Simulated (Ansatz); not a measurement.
CsBr:
```
CELL_PARAMETERS angstrom
      4.32371     0.00000     0.00000
      0.00000     4.32371     0.00000
      0.00000     0.00000     4.32371
ATOMIC_POSITIONS crystal
  Cs 0.00000 0.00000 0.00000
  Br 0.50000 0.50000 0.50000
```

Relaxed with r²SCAN.

Decompose the optical modes at the zone centre into irreducible representations, and say which are infrared and Raman allowed.

Point group m-3m: Γ_opt = T1u. Infrared: T1u. Raman: none.

Assign frequencies (DFPT, r²SCAN (plane waves, PAW; program Ansatz); without the LO–TO term).

T1u 69 cm⁻¹.

Space group Pm-3m (CsCl type). Symmetry was held in the r²SCAN relaxation; phonons on a q-mesh show no instability. Scalar-relativistic: spin–orbit coupling is off unless named, which matters more the heavier the elements.

Potentials: the later of the program's two PAW sets.
